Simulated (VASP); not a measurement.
# AlN: input slips in a phonon run and what they do

Aim: see how common mistakes in a phonon run show up, on AlN. The starting structure is a measured crystal structure from the Crystallography Open Database.

Calculated with VASP 6.6.1; Kohn-Sham DFT with plane waves and PAW; LDA.

## Step 1: Set-up

Symmetry: P6_3mc, No. 186, hexagonal system. Conventional cell: a = 3.111 Å, b = 3.111 Å, c = 4.978 Å, α = 90.00°, β = 90.00°, γ = 120.00°. Nearest to Al lie 4 N at 1.89 to 1.92 Å. Nearest to N lie 4 Al at 1.89 to 1.92 Å. Farther neighbours and most contacts between anions are not listed.

As a file:

```
Al N
1.0
     3.11100    0.00000    0.00000
    -1.55550    2.69421    0.00000
     0.00000    0.00000    4.97800
Al N
2 2
Direct
  0.66667 0.33333 0.50000
  0.33333 0.66667 0.00000
  0.66667 0.33333 0.88500
  0.33333 0.66667 0.38500
```

## Step 2: Reference modes

The cell comes from a relaxation at this level, not shown (40.97 Å³).

Contents of INCAR:

```
SYSTEM = AlN
PREC = Accurate
ENCUT = 520
EDIFF = 1E-08
NELM = 100
ISMEAR = 0
SIGMA = 0.03
LREAL = .FALSE.
ALGO = Normal
GGA = CA
NBANDS = 14
LORBIT = 11
LWAVE = .FALSE.
LCHARG = .FALSE.
KPAR = 8
IBRION = 8
LEPSILON = .TRUE.
LPEAD = .TRUE.
ISIF = 2
```

Contents of POSCAR:

```
AlN
1.0
    3.0917057947      0.0000000000      0.0000000000
   -1.5458528973      2.6774957593      0.0000000000
    0.0000000000      0.0000000000      4.9487592084
Al N
2 2
Direct
    0.6666666667      0.3333333333      0.5015356645
    0.3333333333      0.6666666667      0.0015356645
    0.6666666667      0.3333333333      0.8834643355
    0.3333333333      0.6666666667      0.3834643355
```

Contents of KPOINTS:

```
Automatic mesh
0
Gamma
12 12 6
0 0 0
```

The projector-augmented-wave data sets are Al and N (LDA family, release 64).

The run is started by

```
> mpirun -np 8 vasp_std
```

The program printed:

```text
[banner, memory and clock lines left out]
running    8 mpi-ranks, on    1 nodes
 distrk:  each k-point on    1 cores,    8 groups
 distr:  one band on    1 cores,    1 groups

 POSCAR found type information on POSCAR AlN
 POSCAR found :  2 types and       4 ions
|                                                                             |
|           W    W    AA    RRRRR   N    N  II  N    N   GGGG   !!!           |
|           W    W   A  A   R    R  NN   N  II  NN   N  G    G  !!!           |
|           W    W  A    A  R    R  N N  N  II  N N  N  G       !!!           |
|           W WW W  AAAAAA  RRRRR   N  N N  II  N  N N  G  GGG   !            |
|           WW  WW  A    A  R   R   N   NN  II  N   NN  G    G                |
|           W    W  A    A  R    R  N    N  II  N    N   GGGG   !!!           |
|                                                                             |
|     For optimal performance we recommend to set                             |
|       NCORE = 2 up to number-of-cores-per-socket                            |
|     NCORE specifies how many cores store one orbital (NPAR=cpu/NCORE).      |
|     This setting can greatly improve the performance of VASP for DFT.       |
|     The default, NCORE=1 might be grossly inefficient on modern             |
|     multi-core architectures or massively parallel machines. Do your        |
|     Unfortunately you need to use the default for GW and RPA                |
|     calculations (for HF NCORE is supported but not extensively tested      |
|     yet).                                                                   |
|                                                                             |

 LDA part: xc-table for (Slater(with rela. corr.)+CA(PZ))
 , standard interpolation
 POSCAR, INCAR and KPOINTS ok, starting setup
 FFT: planning ... GRIDC
 FFT: planning ... GRID_SOFT
 FFT: planning ... GRID
 WAVECAR not read
 entering main loop
       N       E                     dE             d eps       ncg     rms          rms(c)
DAV:   1     0.423655772925E+02    0.42366E+02   -0.74581E+03  2128   0.102E+03
DAV:   2    -0.342798520092E+02   -0.76645E+02   -0.69681E+02  2912   0.194E+02
DAV:   3    -0.379517307943E+02   -0.36719E+01   -0.36571E+01  2872   0.444E+01
DAV:   4    -0.379737982674E+02   -0.22067E-01   -0.22065E-01  2392   0.412E+00
DAV:   5    -0.379740208153E+02   -0.22255E-03   -0.22254E-03  2788   0.410E-01    0.124E+01
DAV:   6    -0.329435384985E+02    0.50305E+01   -0.14193E+01  2494   0.275E+01    0.444E+00
DAV:   7    -0.329012777431E+02    0.42261E-01   -0.72856E-01  2548   0.540E+00    0.282E+00
DAV:   8    -0.328463638905E+02    0.54914E-01   -0.87212E-02  2482   0.263E+00    0.400E-01
DAV:   9    -0.328412548497E+02    0.51090E-02   -0.12652E-02  2788   0.796E-01    0.218E-01
DAV:  10    -0.328414336991E+02   -0.17885E-03   -0.87027E-04  2404   0.203E-01    0.113E-01
DAV:  11    -0.328413778288E+02    0.55870E-04   -0.11272E-04  2770   0.855E-02    0.211E-02
DAV:  12    -0.328413773411E+02    0.48773E-06   -0.23143E-06  2602   0.116E-02    0.534E-03
DAV:  13    -0.328413771702E+02    0.17092E-06   -0.10292E-06  2848   0.768E-03    0.951E-04
DAV:  14    -0.328413771892E+02   -0.19022E-07   -0.17810E-08  2308   0.108E-03    0.133E-03
DAV:  15    -0.328413771880E+02    0.12392E-08   -0.81104E-09  1790   0.709E-04
   1 F= -.32841377E+02 E0= -.32841377E+02  d E =-.459289E-11
 Linear response reoptimize wavefunctions to high precision
DAV:   1    -0.328413771875E+02    0.43178E-09   -0.70465E-10  1712   0.204E-04
DAV:   2    -0.328413771876E+02   -0.32514E-10   -0.67813E-11  1544   0.685E-05
 Linear response to external field (no local field effect), progress :
  Direction:   1
       N       E                     dE             d eps       ncg     rms          rms(c)
RMM:   1    -0.338086941767E+00   -0.33809E+00   -0.10918E+00  1810   0.291E+00
RMM:   2    -0.346750173670E+00   -0.86632E-02   -0.42896E-03  1823   0.370E-01
RMM:   3    -0.346820729588E+00   -0.70556E-04   -0.56943E-05  1824   0.383E-02
RMM:   4    -0.346821836161E+00   -0.11066E-05   -0.16326E-06  1824   0.530E-03
RMM:   5    -0.346821864155E+00   -0.27993E-07   -0.98513E-08  1694   0.821E-04
RMM:   6    -0.346821864167E+00   -0.12204E-10   -0.59842E-08   821   0.182E-04
 change of polarisation eV/A/(eV/A) component  1 :     0.694    -0.226    -0.068
 dielectric tensor                  component  1 :     4.064    -0.997    -0.301
 Linear response to external field (no local field effect), progress :
  Direction:   2
       N       E                     dE             d eps       ncg     rms          rms(c)
RMM:   1    -0.463533047298E+00   -0.46353E+00   -0.16332E+00  1810   0.314E+00
RMM:   2    -0.473115880834E+00   -0.95828E-02   -0.50270E-03  1824   0.382E-01
RMM:   3    -0.473193058273E+00   -0.77177E-04   -0.69220E-05  1824   0.406E-02
RMM:   4    -0.473194419524E+00   -0.13613E-05   -0.20980E-06  1823   0.560E-03
RMM:   5    -0.473194453885E+00   -0.34361E-07   -0.95734E-08  1643   0.890E-04
RMM:   6    -0.473194454465E+00   -0.58006E-09   -0.47625E-08   764   0.200E-04
 change of polarisation eV/A/(eV/A) component  2 :    -0.226     0.946    -0.046
 dielectric tensor                  component  2 :    -0.997     5.180    -0.203
 Linear response to external field (no local field effect), progress :
  Direction:   3
[...]
RMM:   1    -0.423737249425E+00   -0.42374E+00   -0.15397E+00  1804   0.296E+00
RMM:   2    -0.433117087094E+00   -0.93798E-02   -0.42148E-03  1819   0.348E-01    0.964E-01
RMM:   3    -0.421464892732E+00    0.11652E-01   -0.74222E-03  3000   0.533E-01    0.567E-01
RMM:   4    -0.435377452680E+00   -0.13913E-01   -0.11280E-02  4059   0.650E-01    0.704E-02
RMM:   5    -0.437125682546E+00   -0.17482E-02   -0.10969E-04  3273   0.764E-02    0.217E-02
RMM:   6    -0.437574993609E+00   -0.44931E-03   -0.12955E-05  3661   0.235E-02    0.570E-03
RMM:   7    -0.437740764649E+00   -0.16577E-03   -0.72114E-07  3880   0.574E-03    0.105E-03
RMM:   8    -0.437733268238E+00    0.74964E-05   -0.65622E-08  3894   0.111E-03    0.202E-04
RMM:   9    -0.437732037927E+00    0.12303E-05   -0.54285E-08  3824   0.248E-04    0.208E-05
RMM:  10    -0.437731982426E+00    0.55501E-07    0.11930E-08  2342   0.836E-05    0.721E-06
 change of polarisation eV/A/(eV/A) component  3 :    -0.067    -0.046     0.820
 dielectric tensor                  component  3 :    -0.298    -0.202     4.622
 Linear response DOF=           4
 Linear response progress:
  Degree of freedom:   1/  4
       N       E                     dE             d eps       ncg     rms          rms(c)
RMM:   1    -0.652772245021E-02   -0.65277E-02    0.20095E-03 29025   0.773E-01
RMM:   2    -0.589016853809E-02    0.63755E-03   -0.35766E-04 20344   0.135E-01    0.916E-02
RMM:   3    -0.577350380990E-02    0.11666E-03   -0.10070E-04 21411   0.586E-02    0.492E-02
RMM:   4    -0.578423924753E-02   -0.10735E-04   -0.82769E-05 20906   0.548E-02    0.800E-03
RMM:   5    -0.577991163167E-02    0.43276E-05   -0.31321E-06 22188   0.852E-03    0.893E-04
RMM:   6    -0.577946563924E-02    0.44599E-06   -0.29528E-07 22494   0.896E-04    0.396E-04
RMM:   7    -0.577829619743E-02    0.11694E-05   -0.11850E-08 22883   0.490E-04    0.283E-05
RMM:   8    -0.577834728778E-02   -0.51090E-07   -0.12481E-07 23402   0.713E-05    0.164E-05
RMM:   9    -0.577832965275E-02    0.17635E-07   -0.64121E-08 23430   0.270E-05    0.152E-06
RMM:  10    -0.577832512683E-02    0.45259E-08   -0.28295E-08 21938   0.145E-05    0.653E-07
 first order change of Fermi-energy   0.23822E+00
 force on displaced ion       1 direction 1 : -16.418  -0.000   0.000
 Born effective charge ion    1 direction 1 :   2.510   0.000   0.000
 Linear response progress:
  Degree of freedom:   2/  4
       N       E                     dE             d eps       ncg     rms          rms(c)
RMM:   1    -0.183964536763E-01   -0.18396E-01    0.91548E-03  7850   0.128E+00
RMM:   2    -0.117009585047E-01    0.66955E-02   -0.13569E-03  4557   0.342E-01    0.119E-01
RMM:   3    -0.113478048867E-01    0.35315E-03   -0.38294E-04  4692   0.151E-01    0.520E-02
RMM:   4    -0.112803119442E-01    0.67493E-04   -0.69126E-05  4999   0.391E-02    0.277E-02
RMM:   5    -0.112490886749E-01    0.31223E-04   -0.58836E-05  5075   0.352E-02    0.580E-03
RMM:   6    -0.112410501935E-01    0.80385E-05    0.42542E-06  5089   0.909E-03    0.156E-03
RMM:   7    -0.112412782262E-01   -0.22803E-06    0.12093E-06  5128   0.210E-03    0.528E-04
RMM:   8    -0.112417012079E-01   -0.42298E-06    0.14880E-06  5179   0.926E-04    0.146E-04
RMM:   9    -0.112419653060E-01   -0.26410E-06   -0.32416E-07  5287   0.211E-04    0.206E-05
RMM:  10    -0.112420088265E-01   -0.43520E-07   -0.65050E-07  5339   0.453E-05    0.108E-05
RMM:  11    -0.112419589599E-01    0.49867E-07   -0.24633E-07  5323   0.297E-05    0.132E-06
RMM:  12    -0.112419605729E-01   -0.16131E-08   -0.36803E-08  4737   0.221E-05    0.761E-07
 first order change of Fermi-energy  -0.93170E+01
 force on displaced ion       1 direction 3 :   0.000  -0.000 -21.801
 Born effective charge ion    1 direction 3 :  -0.000  -0.000   2.672
 Linear response progress:
  Degree of freedom:   3/  4
       N       E                     dE             d eps       ncg     rms          rms(c)
RMM:   1    -0.233552872678E+00   -0.23355E+00    0.20238E-01 23906   0.321E+00
RMM:   2    -0.233329625194E+00    0.22325E-03   -0.35371E-03 19652   0.411E-01    0.185E-01
RMM:   3    -0.234069929165E+00   -0.74030E-03   -0.98213E-04 18614   0.200E-01    0.909E-02
RMM:   4    -0.235852797682E+00   -0.17829E-02   -0.96759E-04 19388   0.183E-01    0.210E-02
RMM:   5    -0.235805586817E+00    0.47211E-04   -0.26683E-05 22188   0.344E-02    0.243E-03
RMM:   6    -0.235845082766E+00   -0.39496E-04   -0.54423E-07 22640   0.437E-03    0.100E-03
RMM:   7    -0.235847346053E+00   -0.22633E-05   -0.49347E-08 23126   0.887E-04    0.835E-05
RMM:   8    -0.235846863909E+00    0.48214E-06    0.12449E-07 23567   0.147E-04    0.371E-05
RMM:   9    -0.235846861921E+00    0.19882E-08   -0.30987E-08 23577   0.853E-05    0.285E-06
 first order change of Fermi-energy  -0.29841E+00
 force on displaced ion       3 direction 1 : -16.487   0.001  -0.000
 Born effective charge ion    3 direction 1 :  -2.510  -0.000   0.000
 Linear response progress:
  Degree of freedom:   4/  4
       N       E                     dE             d eps       ncg     rms          rms(c)
RMM:   1    -0.250401139565E+00   -0.25040E+00    0.21423E-01  5481   0.322E+00
RMM:   2    -0.248994802892E+00    0.14063E-02   -0.30164E-03  4505   0.408E-01    0.189E-01
RMM:   3    -0.249133067852E+00   -0.13826E-03   -0.21066E-03  4500   0.244E-01    0.857E-02
RMM:   4    -0.250353861717E+00   -0.12208E-02   -0.97804E-04  4779   0.156E-01    0.226E-02
RMM:   5    -0.250510103208E+00   -0.15624E-03   -0.19986E-05  4929   0.290E-02    0.662E-03
RMM:   6    -0.250584640951E+00   -0.74538E-04    0.77946E-07  5158   0.620E-03    0.220E-03
RMM:   7    -0.250579479029E+00    0.51619E-05    0.88924E-08  5132   0.221E-03    0.417E-04
RMM:   8    -0.250579468588E+00    0.10441E-07    0.16594E-07  5257   0.320E-04    0.220E-04
RMM:   9    -0.250579690442E+00   -0.22185E-06    0.23616E-07  5325   0.180E-04    0.170E-05
RMM:  10    -0.250579695203E+00   -0.47610E-08    0.17600E-07  5318   0.999E-05    0.101E-05
RMM:  11    -0.250579725896E+00   -0.30693E-07    0.31041E-07  5367   0.878E-05    0.165E-06
RMM:  12    -0.250579717056E+00    0.88404E-08    0.27276E-07  4661   0.822E-05    0.817E-07
RMM:  13    -0.250579716768E+00    0.28804E-09    0.26141E-07  3893   0.810E-05    0.950E-08
 first order change of Fermi-energy   0.93227E+01
 force on displaced ion       3 direction 3 :  -0.000  -0.000 -20.396
 Born effective charge ion    3 direction 3 :   0.000  -0.000  -2.672
 Born effective charges drift removed
 Linear response finished
```

Elapsed: 5.1 min, on 8 MPI ranks of AMD EPYC 7R43, shared host; peak memory 5.4 GiB; 39 min of CPU time.

The logs omit lines about the potential files and the build; timing stands in the text.

(Continued in part 2 of 3.)

[Lines on the potential files, build, host, timing and source positions are cut from VASP's logs without a mark.]

[Logs are printed without paths, hosts, clocks, repeated set-up lines and the standing remarks that a program may print on its own settings, such as how far it seeks lower states.]

[Hosts, paths, dates, database ids (printed as entryN), source tags and the programs' standing remarks are cut or masked in the printed files.]
